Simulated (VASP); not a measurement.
# NaCl (Fm-3m) in VASP: further runs

One crystal, NaCl, is run at these levels: PBE; tasks: relaxation of cell and atoms, electrostatic potential.

Everything below comes from runs of VASP 6.6.1. Logs are shortened: lines on timing, memory, paths and dates and some standing lists are left out, and cuts for length are marked.

**1. Starting point**

Symmetry: Fm-3m, No. 225, cubic system. Conventional cell: a = 5.588 Å, b = 5.588 Å, c = 5.588 Å, α = 90.00°, β = 90.00°, γ = 90.00°. Around Na (site symmetry m-3m) lie 6 Cl at 2.79 Å. Cl (site symmetry m-3m) is surrounded by 6 Na at 2.79 Å.

The cell was built by a generator and isn't the measured one.

**2. Relaxation of cell and atoms, PBE**

INCAR

```
SYSTEM = NaCl
ALGO = Normal
EDIFF = 1E-7
EDIFFG = -0.01
ENCUT = 600
GGA = PE
IBRION = 2
ISIF = 3
ISMEAR = 0
LASPH = .TRUE.
LATTICE_CONSTRAINTS = .FALSE. .FALSE. .TRUE.
LCHARG = .FALSE.
LREAL = .FALSE.
LWAVE = .FALSE.
NELM = 80
NSW = 40
PREC = Accurate
SIGMA = 0.02
```

KPOINTS

```
k-points
0
G
  6 6 5
  0 0 0
```

POSCAR

```
NaCl
1.0
    3.9514020999      0.0000000000      0.0000000000
    0.0000000000      3.9514020999      0.0000000000
    0.0000000000      0.0000000000      5.5881264400
Na Cl
2 2
Direct
    0.0000000000      0.0000000000      0.0000000000
    0.5000000000      0.5000000000      0.5000000000
    0.5000000000      0.5000000000      0.0000000000
    0.0000000000      0.0000000000      0.5000000000
```

Potentials or basis: VASP PAW PBE potentials, release 64 (Na_pv, Cl).

Launch:

```sh
$ cat potpaw_PBE.64/Na_pv/POTCAR potpaw_PBE.64/Cl/POTCAR > POTCAR
$ mpirun -np 1 vasp_std > vasp.out
```

OUTCAR:

```text
SYSTEM = NaCl
   EDIFF = 1E-7
   EDIFFG = -0.01
   ENCUT = 600
   GGA = PE
   IBRION = 2
   ISIF = 3
   ISMEAR = 0
   LASPH = .TRUE.
   LREAL = .FALSE.
   NELM = 80
   NSW = 40
   PREC = Accurate

 ion  position               nearest neighbor table
   1  0.000  0.000  0.000-
   2  0.500  0.500  0.500-
   3  0.500  0.500  0.000-
   4  0.000  0.000  0.500-

  LATTYP: Found a simple tetragonal cell.
 ALAT       =     3.9514020999
 C/A-ratio  =     1.4142135624

  Lattice vectors:

 A1 = (   3.9514020999,   0.0000000000,   0.0000000000)
 A2 = (   0.0000000000,   3.9514020999,   0.0000000000)
 A3 = (   0.0000000000,   0.0000000000,   5.5881264400)

Analysis of symmetry for initial positions (statically):
=====================================================================
 Subroutine PRICEL returns following result:

  LATTYP: Found a face centered cubic cell.
 ALAT       =     5.5881264400

  Lattice vectors:

 A1 = (  -1.9757010500,  -1.9757010500,  -2.7940632200)
 A2 = (   1.9757010500,  -1.9757010500,  -2.7940632200)
 A3 = (   0.0000000000,  -3.9514020999,   0.0000000000)

   2 primitive cells build up your supercell.

 Routine SETGRP: Setting up the symmetry group for a
 simple tetragonal supercell.

 Subroutine GETGRP returns: Found 16 space group operations
 (whereof 16 operations were pure point group operations)
 out of a pool of 16 trial point group operations.

The static configuration has the point symmetry D_4h.

Analysis of symmetry for dynamics (positions and initial velocities):
=====================================================================
 Subroutine PRICEL returns following result:

  LATTYP: Found a face centered cubic cell.
 ALAT       =     5.5881264400

  Lattice vectors:

 A1 = (  -1.9757010500,  -1.9757010500,  -2.7940632200)
 A2 = (   1.9757010500,  -1.9757010500,  -2.7940632200)
 A3 = (   0.0000000000,  -3.9514020999,   0.0000000000)

   2 primitive cells build up your supercell.

 Routine SETGRP: Setting up the symmetry group for a
 simple tetragonal supercell.

 Subroutine GETGRP returns: Found 16 space group operations
 (whereof 16 operations were pure point group operations)
 out of a pool of 16 trial point group operations.

The dynamic configuration has the point symmetry D_4h.

 Subroutine INISYM returns: Found 16 space group operations
[... 106 lines left out ...]
   TEBEG  =    0.0;   TEEND  =   0.0 temperature during run
   PSTRESS=    0.0 pullay stress
   NELECT =      28.0000    total number of electrons
   NUPDOWN=      -1.0000    fix difference up-down
   EMIN   =  10.00;   EMAX   =-10.00  energy-range for DOS
   EFERMI =   0.00;   METHOD = LEGACY
   ISMEAR =     0;   SIGMA  =   0.02  broadening in eV -4-tet -1-fermi 0-gaus
   EFERMI_NEDOS =   21; number of points for ismear=-14 and -15
   IALGO  =     38    algorithm
   IMIX   =      4    mixing-type and parameters
     AMIX     =   0.40;   BMIX     =  1.00
     AMIX_MAG =   1.60;   BMIX_MAG =  1.00
  volume/ion in A,a.u.               =      21.81       147.20
  Fermi-wavevector in a.u.,A,eV,Ry     =   1.120825  2.118053 17.092312  1.256249
  Thomas-Fermi vector in A             =   2.257475
   LORBIT       =      0    0 simple, 1 ext, 2 COOP (PROOUT), +10 PAW based schemes
   GGA     = PE    functional components
   LHFCALC =     F    Hartree Fock is set to
   AEXX    =    0.0000 exact exchange contribution
   IVDW    =     0    specifies the selected vdW correction
   LEPSILON=     F    determine dielectric tensor
   LRPA    =     F    only Hartree local field effects (RPA)
 conjugate gradient relaxation of ions
 non-spin polarized calculation
 Gauss-broadening in eV      SIGMA  =   0.02
  energy-cutoff  :      600.00
  volume of cell :       87.25
 maximum number of plane-waves:      2940
 NGX is ok and might be reduce to    32
   NGX = 15   NGY = 15   NGZ = 23

--------------------------------------- Ionic step        1  -------------------------------------------

 number of electron      27.9999989 magnetization

 Free energy of the ion-electron system (eV)
  ---------------------------------------------------
  ext. energy  EPLUGINS =         0.00000000
  ---------------------------------------------------
  free energy    TOTEN  =       -13.53221941 eV

  energy without entropy =      -13.53221941  energy(sigma->0) =      -13.53221941

------------------------ aborting loop because EDIFF is reached ----------------------------------------

  FORCE on cell =-STRESS in cart. coord.  units (eV):
  Direction    XX          YY          ZZ          XY          YZ          ZX
  --------------------------------------------------------------------------------------
  -------------------------------------------------------------------------------------
  Total        0.8469270      0.8469270      0.8474320      0.0000000      0.0000000     -0.0000000
  in kB       15.5520579     15.5520579     15.5613317      0.0000000      0.0000000     -0.0000000
  external PRESSURE =      15.5551492 kB  Pullay stress =       0.0000000 kB
[... 101 lines left out ...]
--------------------------------------- Ionic step        4  -------------------------------------------

 number of electron      28.0000006 magnetization

 Free energy of the ion-electron system (eV)
  ---------------------------------------------------
  ext. energy  EPLUGINS =         0.00000000
  ---------------------------------------------------
  free energy    TOTEN  =       -13.54393124 eV

  energy without entropy =      -13.54393124  energy(sigma->0) =      -13.54393124

 E-fermi :  -0.6367     XC(G=0):  -8.1552

 val. band max:       -0.7321268558   @ k =   0.0000   0.0000   0.0000
 cond. band min:       4.3540617312   @ k =   0.0000   0.0000   0.0000
 fundamental gap:      5.0861885870
 Fermi energy:        -0.6367453197

 k-point     1 :       0.0000    0.0000    0.0000
  band No.  band energies     occupation
      1     -21.5879      2.00000
      2     -21.5710      2.00000
      3     -21.5710      2.00000
      4     -21.5687      2.00000
      5     -21.5638      2.00000
      6     -21.5638      2.00000
[... 481 lines left out ...]
      5     -21.5652      2.00000
      6     -21.5652      2.00000
[... 10 lines left out ...]
     17       9.7598      0.00000
     18       9.7598      0.00000

 [... further k-points ...]

------------------------ aborting loop because EDIFF is reached ----------------------------------------

  FORCE on cell =-STRESS in cart. coord.  units (eV):
  Direction    XX          YY          ZZ          XY          YZ          ZX
  --------------------------------------------------------------------------------------
  -------------------------------------------------------------------------------------
  Total        0.6453685      0.6453685     -0.0234974      0.0000000      0.0000000     -0.0000000
  in kB       11.5008440     11.5008440     -0.4187373      0.0000000      0.0000000     -0.0000000
  external PRESSURE =       7.5276502 kB  Pullay stress =       0.0000000 kB
[... 19 lines left out ...]
  FREE ENERGIE OF THE ION-ELECTRON SYSTEM (eV)
  ---------------------------------------------------
  free  energy   TOTEN  =       -13.5439312420 eV

  energy  without entropy=      -13.5439312420  energy(sigma->0) =      -13.54393124

 reached required accuracy - stopping structural energy minimisation
```

It took 53 s on 1 thread of Intel Xeon 6975P-C (Granite Rapids), shared host; peak memory 0.23 GiB.

Results:

* Free energy: -13.5439 eV
* Relaxed volume: 22.48 Å³/atom
* Relaxed cell: a = 3.951 Å, b = 3.951 Å, c = 5.758 Å, α = 90.00°, β = 90.00°, γ = 90.00°
* Space group after relaxing (to 0.05 Å): I4/mmm (No. 139)
* Energy gained by relaxing: 2.9 meV/atom
* Ionic steps: 4
* Pressure after relaxing: 0.8 GPa
* Band gap on the k mesh: 5.09 eV

Step by step:
| step | energy change (eV) | largest force (eV/Å) | pressure (GPa) | volume (Å³) |
| --- | --- | --- | --- | --- |
| 1 | 0.0000 | 0.0000 | 1.56 | 87.25 |
| 2 | -0.0069 | 0.0000 | 1.26 | 88.14 |
| 3 | -0.0107 | 0.0000 | 0.57 | 90.65 |
| 4 | -0.0117 | 0.0000 | 0.75 | 89.91 |

Final structure:
```yaml
crystal:
  lattice:
    - [3.95140, 0.00000, 0.00000]
    - [0.00000, 3.95140, 0.00000]
    - [0.00000, 0.00000, 5.75819]
  atoms:
    - { symbol: Na, position: [0.00000, 0.00000, 0.00000] }
    - { symbol: Na, position: [0.50000, 0.50000, 0.50000] }
    - { symbol: Cl, position: [0.50000, 0.50000, 0.00000] }
    - { symbol: Cl, position: [0.00000, 0.00000, 0.50000] }
```

Levels at points of the mesh, in eV from the valence-band top:
| k point | band 11 | band 12 | band 13 | band 14 | band 15 | band 16 | band 17 | band 18 |
| --- | --- | --- | --- | --- | --- | --- | --- | --- |
| (0.00, 0.00, 0.00) | -0.57 | -0.02 | -0.02 | 0.00 | 5.09 | 7.53 | 8.14 | 10.96 |
| (0.50, 0.00, 0.00) | -0.79 | -0.79 | -0.26 | -0.26 | 8.21 | 8.21 | 9.57 | 9.57 |
| (0.50, 0.50, 0.00) | -0.67 | -0.67 | -0.58 | -0.58 | 7.52 | 7.52 | 8.04 | 8.04 |

Caveat: an odd mesh through Γ misses points on the zone boundary, where band edges often lie; the real-space grid breaks the cell's symmetry a little.

**3. Electrostatic potential, PBE**

This run uses another cell than the first one, of 22.48 Å³/atom, 1.030 times its volume.

INCAR

```
PREC = Accurate ; ENCUT = 520
EDIFF = 1E-7 ; ISMEAR = 0
SIGMA = 0.02 ; LREAL = False
LASPH = True ; NELM = 80
ALGO = Normal ; ISIF = 2
LWAVE = False ; LCHARG = True
GGA = PE ; LVHAR = True
```

KPOINTS

```
regular mesh
0
Gamma
  6 6 5
```

POSCAR

```
NaCl                                    
1.0
    3.9514020999      0.0000000000      0.0000000000
    0.0000000000      3.9514020999      0.0000000000
    0.0000000000      0.0000000000      5.7581925569
  Na              Cl            
     2     2
Direct
     0.0000000000000000    0.0000000000000000    0.0000000000000000
     0.5000000000000000    0.5000000000000000    0.5000000000000000
     0.5000000000000000    0.5000000000000000    0.0000000000000000
     0.0000000000000000    0.0000000000000000    0.5000000000000000
```

Potentials or basis: VASP PAW PBE potentials, release 64 (Na_pv, Cl).

Launch:

```sh
$ cat potpaw_PBE.64/Na_pv/POTCAR potpaw_PBE.64/Cl/POTCAR > POTCAR
$ mpirun -np 1 vasp_std > vasp.out
```

Run time: 20 s. Hardware: 1 thread of Intel Xeon 6975P-C (Granite Rapids), shared host; peak memory 0.21 GiB.

It converged, with:

```yaml
Free_energy: -13.5436 eV
Pressure: 0.7 GPa
Band_gap_on_the_k_mesh: 5.09 eV
```

Stress tensor (GPa, compression positive):
```
 1.11  0.00  0.00
 0.00  1.11  0.00
 0.00  0.00 -0.08
```

Levels at points of the mesh, in eV from the valence-band top:
```
           k point  band 10  band 11  band 12  band 13  band 14  band 15  band 16  band 17  band 18
(0.00, 0.00, 0.00)    -0.57    -0.57    -0.02    -0.02     0.00     5.09     7.53     8.14    11.07
(0.50, 0.00, 0.00)    -1.51    -0.79    -0.79    -0.26    -0.26     8.21     8.21     9.57     9.57
(0.50, 0.50, 0.00)    -1.66    -0.67    -0.67    -0.58    -0.58     7.52     7.52     8.04     8.04
```

Caveat: an odd mesh through Γ misses points on the zone boundary, where band edges often lie.
